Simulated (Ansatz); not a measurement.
The elements of this relaxed trial crystal are hidden behind letters.

```
lattice vectors (Å)
  -1.8240    1.8240    4.7516
   1.8240   -1.8240    4.7516
   1.8240    1.8240   -4.7516
fractional positions
X 0.2500 0.7500 0.5000
X 0.7500 0.2500 0.5000
X 0.5000 0.5000 0.0000
Z 0.3054 0.3054 0.0000
Z 0.6946 0.6946 0.0000
```

Theory: DFT PBE, scalar-relativistic, plane waves, PAW (Ansatz 0.2.0). The final run on the 5-atom cell used 420 eV, a Γ-centred 12×12×12 mesh, 0.10 eV smearing and no spin polarisation.

- Space group: I4/mmm (No. 139)
- Conventional cell: a = 3.648 Å, c = 9.503 Å
- Volume per atom: 12.65 Å³
- Density: 0.60 g/cm³
- Formation energy: −0.23 eV/atom
- Gap on the 12×12×12 mesh of the 5-atom cell: 0 eV (a metal)

Energies are uncorrected and count from the elements' standard states at the same level.

Q: X is an s-block element of period 2 and Z is an s-block element of period 1. Which elements are they?

A: X = Li, Z = H, so the formula is Li3H2. Density times volume gives a mean mass of 0.60 × 12.65/1.6605 = 4.6 u per atom, and this set has 4.6 u. Among the elements that the hints allow, noble gases aside, only these give it. Li on a site of symmetry -4m2 is surrounded by 4 H at 1.90 Å; Li on a site of symmetry 4/mmm has 2 H at 1.85 Å; H is surrounded by 5 Li at 1.85–1.90 Å.

The cell is a metal run without spin; a magnetic state may lie lower. A structure relaxed within its symmetry needn't be a true minimum. Another cell of the same search, in P-3m1, lies 69 meV/atom lower, so this cell isn't the stable form at this level.
